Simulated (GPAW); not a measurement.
Runs of GPAW 26.7.0 on AlNi3. The structure is cubic, space group Fm-3m (No. 225). The conventional cell has a = 5.604 Å, b = 5.604 Å, c = 5.604 Å, α = 90.00°, β = 90.00°, γ = 90.00°. Around Ni (site symmetry -43m) lie 4 Al at 2.43 Å and 4 Ni at 2.43 Å. Ni (site symmetry m-3m) has 8 Ni at 2.43 Å as nearest neighbours. Al (site symmetry m-3m) is surrounded by 8 Ni at 2.43 Å. The cell comes from a database or a generator and needn't be the stable form of this composition.

```tsv
level	U	pressure (GPa)	moment (μB)
PBEsol+U	Ni d U = 2 eV	-1.2	0.00
PBEsol+U	Ni d U = 4 eV	-2.6	0.34
PBEsol+U	Ni d U = 3 eV	(b)	(a)
PBEsol+U	Ni d U = 1 eV	0.1	0.00
PBEsol	-	1.4	0.00
```

Alike in all rows: task band structure; potentials or basis PAW data sets generated in the run's folder for this functional, pw; spin collinear, ferromagnetic start; cell as given; k mesh 7 × 7 × 7; cutoff (eV) 600; smearing fermi-dirac 0.05 eV.

Q: Estimate the missing entries.

A: (a) 0.12; (b) -2.3.

Caveats: the stock nickel data set gives pressures a few GPa off other programs; the U is typed as a test and isn't derived for this compound (some runs).
